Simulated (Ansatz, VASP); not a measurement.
## Ge: VASP beside Ansatz

```
Ge
1.0
     1.35885   -2.52923    0.00000
     1.35885    2.52923    0.00000
     0.00000    0.00000    2.62427
Ge
1
Direct
  0.50000 0.50000 0.00000
```

This isn't the form of Ge at room conditions, which is diamond.

Alike in both runs: task single point; functional r2SCAN; dispersion D3(BJ); k mesh 9 × 9 × 9; no spin polarisation.

|  | VASP | Ansatz |
| --- | --- | --- |
| version | VASP 6.6.1 | Ansatz 0.2.0 |
| potentials or method | VASP PAW PBE potentials, release 64 (Ge_d) | plane waves, PAW |
| plane-wave cutoff (eV) | 520 | 630 |
| occupations | methfessel-paxton of order 1, width 0.3 eV | cold, width 0.3 eV |
| valence electrons in the cell | 14 | 14 |

```csv
,VASP,Ansatz,Ansatz less VASP
gap on the k mesh at the Fermi level (eV),none,none,-
dispersion energy (meV/atom),-173.7,-173.8,-0.10
```

A gap of «none» marks a metal or a gap that the smearing closes. Ansatz warned: «dispersion_damping_borrowed».
